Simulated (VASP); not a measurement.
## From an Ansatz input to VASP: AgI (strained zincblende)

Ansatz input

```yaml
crystal:
  lattice:
    - [0.0, 3.3757221564, 3.3757221564]
    - [3.3757221564, 0.0, 3.3757221564]
    - [3.3757221564, 3.3757221564, 0.0]
  atoms:
    - { symbol: Ag, position: [0.0, 0.0, 0.0] }
    - { symbol: I, position: [0.25, 0.25, 0.25] }
kpoints:
  mp_grid: { grid: [6, 6, 6] }
  band_path:
    path:
      - [0.0, 0.0, 0.0]
      - [-0.5, -0.5, 0.0]
      - [-0.375, -0.375, 0.25]
      - [-0.375, 0.0, 0.375]
      - [0.0, 0.0, 0.5]
      - [-0.5, -0.25, 0.25]
    npoints: 1
hamiltonian:
  xc: pbe
scf:
  occupations: { method: fermi_dirac, width: 0.02 }
  n_extra_bands: 4
output:
  forces: true
  stress: true
  eigenvalues: true
  write_density: true
  write_potential: true
  elf: true
  volumetric_format: npy
```

Translate this input to VASP.



INCAR

```
LASPH = .TRUE.
LWAVE = .FALSE.
PREC = Accurate
IBRION = -1
LCHARG = .TRUE.
SIGMA = 0.02
ISIF = 2
EDIFF = 1E-7
NSW = 0
LELF = .TRUE.
NELM = 120
NBANDS = 16
ISMEAR = -1
ENCUT = 520
LREAL = .FALSE.
GGA = PE
```

KPOINTS

```
KPOINTS created by Atomic Simulation Environment
0
Gamma
6 6 6
0 0 0
```

KPOINTS_OPT

```
special points
6
Reciprocal
0.0000000000 0.0000000000 0.0000000000 1
-0.5000000000 -0.5000000000 0.0000000000 1
-0.3750000000 -0.3750000000 0.2500000000 1
-0.3750000000 0.0000000000 0.3750000000 1
0.0000000000 0.0000000000 0.5000000000 1
-0.5000000000 -0.2500000000 0.2500000000 1
```

POSCAR

```
Ag I
 1.0000000000000000
     0.0000000000000000    3.3757221564000002    3.3757221564000002
     3.3757221564000002    0.0000000000000000    3.3757221564000002
     3.3757221564000002    3.3757221564000002    0.0000000000000000
 Ag  I
   1   1
Cartesian
  0.0000000000000000  0.0000000000000000  0.0000000000000000
  1.6878610781999999  1.6878610781999999  1.6878610781999999
```

VASP ran with the recommended PBE PAW datasets (18 valence electrons in the cell). Other inputs would serve too.

```tsv
	Ansatz	VASP
gap between bands v and c	1.35 eV	1.35 eV
least direct gap	1.35 eV	1.35 eV
pressure	-1.2 GPa	-1.3 GPa
```

Each program uses its own PAW datasets. VASP's cell holds 18 valence electrons and Ansatz's 36. Ansatz's stress includes a Pulay correction; VASP's doesn't.
